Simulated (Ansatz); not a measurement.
**Varying the input for AgCl**

All trials start from this Ansatz input:

```yaml
crystal:
  lattice:
    - [3.433973, 0.0, 0.0]
    - [0.0, 3.433973, 0.0]
    - [0.0, 0.0, 3.433973]
  atoms:
    - { symbol: Ag, position: [0.0, 0.0, 0.0] }
    - { symbol: Cl, position: [0.5, 0.5, 0.5] }
basis:
  ecutwfc: 420
kpoints:
  mp_grid: { grid: [8, 8, 8] }
hamiltonian:
  xc: pbe
scf:
  occupations: { method: gaussian, width: 0.1 }
output:
  forces: true
  stress: true
  eigenvalues: true
```

Command:

```bash
ansatz run input.yaml --threads 1 --pin off --max-ram 1331MiB --backend cpu --events-out ev --progress --plain --runs-dir out
```

The run converges in 6 SCF iterations on 35 irreducible k-points: pressure -0.12 GPa, gap on the sampled k-points 0.57 eV.

Settings here are deliberately varied, not converged. Each trial's input is given as a difference from the reference's; energies are extrapolated to zero smearing where there is one, and pressure is positive in compression. Charged cells sit in a uniform background, and their pressures hang on that convention.

Trial 1:

```diff
+total_charge: -1
 kpoints:
-  mp_grid: { grid: [8, 8, 8] }
+  mp_grid: { kspacing: 1.3 }
```

The run converges in 9 SCF iterations on 4 irreducible k-points: pressure 13.52 GPa (with the neutralising background of the charged cell), no gap.

Trial 2:

```diff
 basis:
-  ecutwfc: 420
+  ecutwfc: 600
```

The run converges in 6 SCF iterations on 35 irreducible k-points: energy 1.39 meV per atom below the reference, pressure -0.12 GPa, gap on the sampled k-points 0.57 eV.